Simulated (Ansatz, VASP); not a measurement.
## One calculation of CdS, two programs

```xyz
2
Lattice="0.0000 2.9100 2.9100 2.9100 0.0000 2.9100 2.9100 2.9100 0.0000" Properties=species:S:1:pos:R:3 pbc="T T T"
Cd    0.0000    0.0000    0.0000
S     4.3650    4.3650    4.3650
```

Alike in both runs: task single point; functional r2SCAN; k mesh 10 × 10 × 10; occupations gaussian, width 0.05 eV; no spin polarisation.

|  | VASP | Ansatz |
| --- | --- | --- |
| version | VASP 6.6.1 | Ansatz 0.2.0 |
| potentials or method | VASP PAW PBE potentials, release 64 (Cd, S) | scalar-relativistic, plane waves, PAW |
| plane-wave cutoff (eV) | 520 | 500 |
| valence electrons in the cell | 18 | 26 |

Ansatz gave:

| Property | Result |
| --- | --- |
| gap on the k mesh at the Fermi level (eV) | 1.61 |
| least direct gap on the mesh (eV) | 1.61 |
| pressure (GPa) | 1.9 |

**Question.** Estimate VASP's values.

**Answer.** gap on the k mesh at the Fermi level (eV): 1.61; least direct gap on the mesh (eV): 1.61; pressure (GPa): 2.3.

The functional is the same, so the differences come from potentials, cutoffs and numerics. The two sets of potentials don't hold the same shells in valence.

Caveats: the PAW data sets were made with another functional, which shifts forces and pressure a little (VASP). r2SCAN opens gaps a little over a GGA but as a rule still falls short of measured ones.
